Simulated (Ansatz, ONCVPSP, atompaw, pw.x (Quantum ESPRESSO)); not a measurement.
**Which Sb potential is closest to all-electron in the fcc crystal?**

All use PBE, scalar-relativistic, no spin, cutoffs from each file’s atomic test, pw.x 7.5; 12³ k-points, Fermi–Dirac smearing 0.01 Ry. Δ is the rms difference from all-electron LAPW of the E(V) curves that follow from fits to the pressures, over ±6 % in volume. Mesh and smearing are coarse and serve the comparison alone. The files are a selection: those with a ghost or negative overlap were mostly not run, and those with noisy or unconverged pressures or nearly equal Δ are left out.

All-electron: a0 = 4.797 Å (V0 = 27.60 Å³/atom), B0 = 57.8 GPa.

Rank them by Δ, smallest first.
A. optimised norm-conserving Vanderbilt (ONCV), ONCVPSP 4.0.1.1 (patched build), PBE; core [Ar] 3d10, reference 4s2 4p6 4d10 5s1 5p4; waves: 4s+5s: rc 1.10 bohr, ncon 4, nbas 9, qcut 10.5 1/bohr, 2 projectors; 4p+5p: rc 1.25 bohr, ncon 5, nbas 9, qcut 9.7 1/bohr, 2 projectors; 4d: rc 1.40 bohr, ncon 3, nbas 8, qcut 13.5 1/bohr, 2 projectors, debl 1 Ha; local part: polynomial inside 0.75 bohr (lpopt 5, dvloc0 6 Ha); core correction: none. In the d channel the program set the typed energies aside and used -1.283, 0.250 Ha.
B. PAW, atompaw 4.2.0.5, PBE; core [Kr] 4d10, reference 5s2 5p3; waves: 5s (bound): rc 2.60 bohr; 5s channel at 0.55 Ry: rc 2.60 bohr; 5p (bound): rc 2.60 bohr; 5p channel at 0.4 Ry: rc 2.60 bohr; 5d channel at -0.05 Ry: rc 2.55 bohr; 5d channel at 1.1 Ry: rc 2.55 bohr; local part: bessel scheme, radius 2.35 bohr; core correction: smooth core density matched at 1.30 bohr; augmentation: besselshape compensation charge, radius 2.10 bohr; PAW radius 2.60 bohr; waves and projectors: custom rrkj vanderbiltortho.
C. PAW, atompaw 4.2.0.5, PBE; core [Kr], reference 4d10 5s2 5p3; waves: 5s (bound): rc 2.20 bohr; 5s channel at 0.15 Ry: rc 2.15 bohr; 5p (bound): rc 2.20 bohr; 5p channel at 0.1 Ry: rc 2.20 bohr; 4d (bound): rc 2.20 bohr; 4d channel at 2 Ry: rc 2.20 bohr; local part: bessel scheme, radius 2.10 bohr; core correction: smooth core density matched at 2.15 bohr; augmentation: besselshape compensation charge, radius 1.95 bohr; PAW radius 2.20 bohr; waves and projectors: custom rrkj gramschmidtortho.

A (0.8 meV/atom), B (3.9 meV/atom), C (7.9 meV/atom).
